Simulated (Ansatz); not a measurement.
Born–Oppenheimer molecular dynamics of a periodic cell of 27 atoms, Nb (surface Nb(110)). It goes on from the last frame of an earlier run, with new velocities.

Theory: DFT PBE, scalar-relativistic, plane waves, PAW in Ansatz. Settings: accuracy low, cutoff 420 eV, k mesh 2x2x1, fermi-dirac smearing 0.05 eV, no spin polarisation.

```json
{"ensemble": "NVT, Nosé–Hoover chain", "time step": "3 fs", "steps asked": "200", "set temperature": "2400 K", "thermostat": "time constant 5 fs, chain length 1", "atoms held": "1 to 9", "seed": "870270"}
```

Frames 60 fs apart, positions in Å, forces in eV/Å.

Velocities at 30 fs (Å/ps):

```
Nb 0.00 0.00 0.00
Nb 0.00 0.00 0.00
Nb 0.00 0.00 0.00
Nb 0.00 0.00 0.00
Nb 0.00 0.00 0.00
Nb 0.00 0.00 0.00
Nb 0.00 0.00 0.00
Nb 0.00 0.00 0.00
Nb 0.00 0.00 0.00
Nb 3.12 0.78 -3.19
Nb 2.70 -3.22 -2.06
Nb -6.02 -8.04 -0.88
Nb -5.91 -8.44 0.42
Nb -9.29 -3.69 -2.94
Nb -1.22 -5.57 3.24
Nb -4.73 -1.17 6.86
Nb -3.51 0.52 -8.63
Nb 1.78 -7.51 0.60
Nb -6.62 1.01 1.18
Nb 3.41 -4.08 -4.11
Nb -4.84 -2.00 9.44
Nb 0.97 -6.13 4.47
Nb 4.16 -1.75 -2.57
Nb -5.47 3.93 2.78
Nb -11.14 -1.90 4.07
Nb 1.06 -2.09 -2.86
Nb -2.10 2.64 -3.63
```

```xyz
27
Lattice="9.9000 0.0000 0.0000 4.9500 7.0004 0.0000 0.0000 0.0000 16.6669" Properties=species:S:1:pos:R:3:forces:R:3 time_fs=30 energy_less_start_eV=2.261 T=2378
Nb 0.000 0.000 1.000 0.16 -0.16 0.05
Nb 3.300 0.000 1.000 -0.08 -0.04 0.10
Nb 6.600 0.000 1.000 0.44 -0.46 -0.17
Nb 1.650 2.333 1.000 -0.08 -0.11 0.38
Nb 4.950 2.333 1.000 0.23 -0.45 -0.82
Nb 8.250 2.333 1.000 0.27 -0.20 0.29
Nb 3.300 4.667 1.000 -0.15 -0.22 0.32
Nb 6.600 4.667 1.000 -0.03 -0.27 0.37
Nb 9.900 4.667 1.000 -0.05 -0.50 0.17
Nb 0.128 2.199 3.447 -0.02 1.39 -2.50
Nb 3.621 2.304 3.258 -3.64 -1.97 0.53
Nb 6.484 1.972 3.365 1.94 3.15 -1.10
Nb 1.663 4.467 3.416 0.73 0.87 -0.91
Nb 4.935 4.327 3.333 1.21 3.33 0.00
Nb 8.260 4.665 3.254 0.01 -0.65 0.57
Nb 3.251 7.014 3.322 0.86 -2.67 -1.52
Nb 6.649 6.951 3.298 -0.03 -0.18 0.25
Nb 10.044 6.830 3.276 -1.82 -0.13 0.19
Nb -0.231 0.075 5.364 1.77 -2.14 1.73
Nb 3.484 -0.334 5.791 -0.67 1.50 -0.84
Nb 6.628 -0.196 5.664 0.30 0.35 0.04
Nb 1.687 2.166 5.683 0.33 -0.32 -0.46
Nb 5.187 2.363 5.692 -0.71 -1.43 0.61
Nb 8.239 2.079 5.314 0.07 1.96 2.72
Nb 3.350 4.128 5.639 -0.09 1.93 0.48
Nb 6.706 4.560 5.693 -0.06 -0.10 -0.86
Nb 10.058 4.865 5.660 -0.88 -2.48 0.37
27
Lattice="9.9000 0.0000 0.0000 4.9500 7.0004 0.0000 0.0000 0.0000 16.6669" Properties=species:S:1:pos:R:3:forces:R:3 time_fs=90 energy_less_start_eV=3.183 T=2407
Nb 0.000 0.000 1.000 -0.90 -0.63 -0.90
Nb 3.300 0.000 1.000 0.35 -0.52 -0.71
Nb 6.600 0.000 1.000 0.20 -0.53 0.21
Nb 1.650 2.333 1.000 0.14 -0.38 -0.95
Nb 4.950 2.333 1.000 -0.12 -0.39 0.10
Nb 8.250 2.333 1.000 -0.37 -0.59 -0.60
Nb 3.300 4.667 1.000 -0.26 -0.44 -0.03
Nb 6.600 4.667 1.000 -0.32 -0.86 0.00
Nb 9.900 4.667 1.000 -0.11 -0.60 0.03
Nb 0.056 2.185 3.097 -1.34 -0.99 2.13
Nb 3.204 1.895 3.298 0.98 2.01 0.42
Nb 6.509 2.031 3.227 0.01 0.49 0.65
Nb 1.572 4.242 3.336 0.42 1.51 0.61
Nb 4.653 4.592 3.263 1.82 -1.46 0.78
Nb 8.135 4.269 3.327 0.28 1.61 -1.60
Nb 3.139 6.626 3.492 -0.17 1.86 -0.61
Nb 6.464 6.860 3.004 0.07 -0.78 2.77
Nb 9.848 6.501 3.302 0.33 1.84 0.03
Nb -0.379 -0.107 5.618 0.82 -0.40 -0.35
Nb 3.474 -0.271 5.453 -0.93 0.01 0.70
Nb 6.446 -0.213 6.168 0.27 0.12 -1.74
Nb 1.749 1.789 5.781 -1.04 0.77 -1.04
Nb 5.141 2.059 5.634 -1.22 -0.41 -0.22
Nb 8.047 2.469 5.758 0.56 -1.94 -0.38
Nb 2.764 4.196 5.884 1.39 0.20 -0.74
Nb 6.655 4.429 5.434 -1.25 0.73 0.97
Nb 9.816 4.498 5.637 0.39 -0.21 0.46
27
Lattice="9.9000 0.0000 0.0000 4.9500 7.0004 0.0000 0.0000 0.0000 16.6669" Properties=species:S:1:pos:R:3:forces:R:3 time_fs=150 energy_less_start_eV=4.246 T=2441
Nb 0.000 0.000 1.000 -0.41 -0.50 0.23
Nb 3.300 0.000 1.000 -0.30 -0.11 0.02
Nb 6.600 0.000 1.000 -0.35 -0.51 0.53
Nb 1.650 2.333 1.000 -0.30 -0.35 0.12
Nb 4.950 2.333 1.000 -0.32 -0.23 0.50
Nb 8.250 2.333 1.000 -0.32 -0.75 -0.61
Nb 3.300 4.667 1.000 0.05 -0.19 0.35
Nb 6.600 4.667 1.000 -0.43 -0.30 -0.66
Nb 9.900 4.667 1.000 0.42 -0.47 -0.05
Nb -0.418 1.848 3.318 2.14 1.56 0.66
Nb 2.836 2.010 3.423 1.97 1.09 -1.20
Nb 6.593 2.329 3.255 -1.56 -1.72 0.50
Nb 1.609 4.507 3.385 -1.53 -0.30 0.23
Nb 4.907 4.546 3.420 -2.64 -1.58 -1.10
Nb 8.106 4.460 3.102 0.58 0.58 2.00
Nb 3.052 6.720 3.447 0.28 0.24 0.27
Nb 6.334 6.602 3.472 0.81 1.99 -2.35
Nb 9.669 6.737 3.268 1.19 0.78 -0.09
Nb -0.251 -0.497 5.836 -1.30 0.88 -0.19
Nb 3.094 -0.238 5.437 0.03 -1.99 2.05
Nb 6.402 -0.177 6.112 -0.32 -0.60 -1.59
Nb 1.395 1.698 5.585 -0.88 1.11 1.23
Nb 4.635 1.674 5.580 0.78 1.94 0.09
Nb 8.047 2.322 6.165 -0.73 -2.18 -1.02
Nb 2.661 4.435 5.878 1.37 0.10 -0.59
Nb 6.247 4.455 5.455 1.22 -1.05 1.53
Nb 9.642 3.830 5.798 0.54 2.56 -0.85
27
Lattice="9.9000 0.0000 0.0000 4.9500 7.0004 0.0000 0.0000 0.0000 16.6669" Properties=species:S:1:pos:R:3:forces:R:3 time_fs=210 energy_less_start_eV=3.064 T=2367
Nb 0.000 0.000 1.000 -0.20 -0.31 0.85
Nb 3.300 0.000 1.000 -0.51 -0.02 0.10
Nb 6.600 0.000 1.000 0.10 -0.12 0.01
Nb 1.650 2.333 1.000 -0.62 0.06 0.24
Nb 4.950 2.333 1.000 0.10 -0.13 -0.27
Nb 8.250 2.333 1.000 -0.08 -0.15 1.06
Nb 3.300 4.667 1.000 -0.40 -0.09 0.34
Nb 6.600 4.667 1.000 -0.12 -0.22 0.55
Nb 9.900 4.667 1.000 -0.24 -0.16 0.38
Nb -0.299 2.023 3.632 -0.04 0.74 -2.35
Nb 3.065 2.383 3.260 -1.63 -2.30 0.27
Nb 6.309 2.121 3.451 1.73 1.48 0.07
Nb 1.272 4.655 3.460 1.39 -0.88 -1.13
Nb 4.643 4.232 3.360 1.62 4.09 0.53
Nb 8.188 4.837 3.391 -0.96 -1.76 -0.28
Nb 2.998 6.904 3.447 0.91 -0.96 -0.77
Nb 6.390 6.800 3.428 -0.11 0.37 0.24
Nb 9.783 7.142 3.240 -1.64 -1.91 0.22
Nb -0.428 -0.575 5.907 0.50 1.22 -0.50
Nb 2.766 -0.706 5.922 0.07 0.29 -0.81
Nb 6.254 -0.270 5.630 -0.58 -0.18 0.99
Nb 0.954 1.907 5.763 1.87 -0.38 0.80
Nb 4.356 1.850 5.552 0.48 0.80 0.32
Nb 7.872 1.603 6.146 -0.40 1.27 -1.11
Nb 2.953 4.600 5.676 -0.84 -1.97 0.04
Nb 6.166 4.236 5.878 0.34 -0.18 -0.70
Nb 9.545 3.960 5.776 -0.77 1.42 0.88
27
Lattice="9.9000 0.0000 0.0000 4.9500 7.0004 0.0000 0.0000 0.0000 16.6669" Properties=species:S:1:pos:R:3:forces:R:3 time_fs=270 energy_less_start_eV=5.359 T=2373
Nb 0.000 0.000 1.000 -0.22 -0.01 -0.09
Nb 3.300 0.000 1.000 0.02 -0.12 0.13
Nb 6.600 0.000 1.000 -0.45 0.25 -0.03
Nb 1.650 2.333 1.000 -0.36 0.25 -0.29
Nb 4.950 2.333 1.000 0.47 0.11 0.52
Nb 8.250 2.333 1.000 -0.34 0.24 0.74
Nb 3.300 4.667 1.000 0.10 -0.13 -0.39
Nb 6.600 4.667 1.000 -0.28 -0.15 0.92
Nb 9.900 4.667 1.000 -0.67 -0.08 -0.11
Nb -0.108 2.498 3.362 -1.56 -2.07 1.01
Nb 3.014 2.260 3.186 0.48 1.31 0.48
Nb 6.469 2.270 3.620 -0.96 -0.28 -1.69
Nb 1.332 4.584 3.223 0.99 1.01 0.51
Nb 4.721 4.894 3.347 1.49 -2.71 0.20
Nb 7.938 4.627 3.598 0.23 -0.09 -1.59
Nb 3.158 6.790 3.202 -1.29 2.21 0.59
Nb 6.424 7.156 3.315 -0.56 -1.20 1.16
Nb 9.507 7.015 3.280 0.52 -0.67 -0.40
Nb -0.495 -0.290 5.798 1.15 -0.55 -0.19
Nb 2.482 -0.995 6.225 0.05 2.31 -0.90
Nb 5.880 -0.478 5.396 1.06 0.54 1.14
Nb 1.056 2.083 6.109 -0.07 -0.07 -2.22
Nb 4.249 2.292 5.639 0.78 -2.79 0.03
Nb 7.634 1.325 5.811 1.09 2.53 0.58
Nb 3.012 4.232 5.502 -1.59 1.79 0.84
Nb 6.209 3.863 6.172 -0.75 0.86 -0.69
Nb 9.216 4.510 5.971 0.68 -2.49 -0.26
27
Lattice="9.9000 0.0000 0.0000 4.9500 7.0004 0.0000 0.0000 0.0000 16.6669" Properties=species:S:1:pos:R:3:forces:R:3 time_fs=330 energy_less_start_eV=6.911 T=2440
Nb 0.000 0.000 1.000 -0.04 0.14 0.06
Nb 3.300 0.000 1.000 -0.67 -0.11 -0.08
Nb 6.600 0.000 1.000 -0.92 0.55 -0.48
Nb 1.650 2.333 1.000 -0.18 -0.19 0.02
Nb 4.950 2.333 1.000 -0.43 -0.07 0.19
Nb 8.250 2.333 1.000 -0.22 0.61 -0.79
Nb 3.300 4.667 1.000 0.87 -0.04 -0.44
Nb 6.600 4.667 1.000 -0.24 0.08 -0.70
Nb 9.900 4.667 1.000 -0.25 0.03 -0.37
Nb -0.303 2.459 3.255 0.92 0.00 0.78
Nb 3.042 2.363 3.283 1.00 0.04 -0.07
Nb 6.361 2.369 3.260 -1.53 -1.57 0.27
Nb 1.771 4.724 3.039 -1.56 0.04 1.34
Nb 5.295 5.126 3.468 -3.72 -1.91 0.25
Nb 7.752 4.422 3.400 1.40 0.23 1.00
Nb 3.127 7.203 3.058 0.56 -1.60 1.90
Nb 6.355 7.307 3.505 1.85 0.23 -1.71
Nb 9.266 6.496 3.297 2.23 2.79 1.06
Nb -0.201 -0.032 5.541 -1.87 -0.03 0.83
Nb 2.208 -0.628 6.226 1.52 -0.59 -0.99
Nb 5.645 -0.640 5.533 0.49 0.89 0.04
Nb 1.211 2.258 5.820 -0.70 -0.68 -0.37
Nb 4.348 2.005 5.775 -0.39 -0.77 -0.68
Nb 7.706 1.946 5.548 0.00 0.04 0.37
Nb 2.548 4.217 5.597 1.27 1.24 0.45
Nb 6.031 3.754 6.261 -0.15 1.35 -0.59
Nb 8.937 4.444 6.182 0.72 -0.69 -1.29
27
Lattice="9.9000 0.0000 0.0000 4.9500 7.0004 0.0000 0.0000 0.0000 16.6669" Properties=species:S:1:pos:R:3:forces:R:3 time_fs=390 energy_less_start_eV=6.770 T=2421
Nb 0.000 0.000 1.000 -0.04 0.07 0.40
Nb 3.300 0.000 1.000 -0.08 -0.28 0.50
Nb 6.600 0.000 1.000 0.31 -0.17 -0.15
Nb 1.650 2.333 1.000 -0.15 0.17 0.04
Nb 4.950 2.333 1.000 -1.55 0.64 -2.34
Nb 8.250 2.333 1.000 0.19 0.05 -0.02
Nb 3.300 4.667 1.000 0.39 0.50 0.36
Nb 6.600 4.667 1.000 -0.11 0.16 0.65
Nb 9.900 4.667 1.000 -0.23 0.06 0.39
Nb -0.225 2.381 3.308 0.74 0.20 -1.43
Nb 3.342 2.571 3.400 -1.91 -0.07 -0.28
Nb 5.906 1.955 3.047 4.01 2.00 2.78
Nb 1.758 4.874 3.292 -1.57 -1.93 0.57
Nb 4.970 4.773 3.676 -0.08 0.98 -1.06
Nb 7.926 4.500 3.411 -0.26 0.93 -0.16
Nb 3.128 7.161 3.421 -0.02 -1.06 -0.69
Nb 6.668 7.274 3.242 -1.17 -0.89 0.06
Nb 9.645 6.730 3.487 -1.42 -1.43 -2.21
Nb -0.346 0.140 5.524 0.17 -0.63 0.35
Nb 2.373 -0.386 5.873 0.30 -1.70 -0.14
Nb 5.670 -0.498 5.813 1.69 -0.78 0.80
Nb 1.179 2.315 5.408 0.11 -0.09 1.61
Nb 4.333 1.347 5.696 -1.36 3.80 0.72
Nb 7.737 2.468 5.451 -2.02 -3.17 0.05
Nb 2.404 4.658 5.832 2.26 -0.68 -0.31
Nb 5.807 4.160 6.134 0.29 0.68 -0.52
Nb 8.988 4.187 6.045 1.50 2.64 0.05
27
Lattice="9.9000 0.0000 0.0000 4.9500 7.0004 0.0000 0.0000 0.0000 16.6669" Properties=species:S:1:pos:R:3:forces:R:3 time_fs=450 energy_less_start_eV=3.967 T=2362
Nb 0.000 0.000 1.000 -0.66 -0.32 -0.22
Nb 3.300 0.000 1.000 0.48 -0.07 -0.42
Nb 6.600 0.000 1.000 -0.03 -0.23 0.57
Nb 1.650 2.333 1.000 0.38 0.64 -0.26
Nb 4.950 2.333 1.000 0.25 0.30 0.70
Nb 8.250 2.333 1.000 -0.31 0.01 0.19
Nb 3.300 4.667 1.000 0.03 0.13 0.97
Nb 6.600 4.667 1.000 -0.33 -0.60 0.39
Nb 9.900 4.667 1.000 -0.27 0.12 0.22
Nb -0.019 2.371 3.126 -2.01 -1.26 1.50
Nb 3.107 2.550 3.374 0.10 -2.00 -0.51
Nb 6.440 2.193 3.518 -2.18 0.61 -3.12
Nb 1.326 4.593 3.594 1.30 1.31 -1.69
Nb 4.612 4.723 3.505 1.31 -0.20 -1.17
Nb 7.986 4.637 3.377 0.40 -1.13 -0.84
Nb 3.070 6.787 3.542 -0.93 2.06 -1.26
Nb 6.639 7.022 3.018 -2.04 0.24 2.03
Nb 9.729 6.827 3.272 -0.52 0.58 1.01
Nb -0.530 0.118 5.684 0.65 -0.49 0.42
Nb 2.681 -0.602 5.552 0.04 1.72 0.91
Nb 6.056 -0.354 6.178 -0.31 0.90 -1.72
Nb 1.187 2.333 5.507 0.60 -0.55 0.50
Nb 4.093 1.587 5.716 1.18 0.67 -0.01
Nb 7.384 2.247 5.498 2.13 -0.05 2.62
Nb 2.864 4.821 5.968 -0.20 -0.99 -0.34
Nb 5.743 4.675 5.876 0.85 -1.01 -0.24
Nb 9.406 4.482 5.780 0.08 -0.41 -0.24
```

Of the whole run (600 fs, mean temperature of the second half 2401 K): The conserved energy stayed within 0.49 meV per atom of its start (net change 0.35 meV per atom), so the integration is sound. A run of 0.6 ps of so small a system gives no equilibrium averages. Limits of this set-up: coarse k mesh, thin slab, slab without dipole correction, low accuracy level.

Run time: 12 min on 4 threads of AMD EPYC 9R05 (Zen 5) (shared host), peak memory 4.7 GiB.
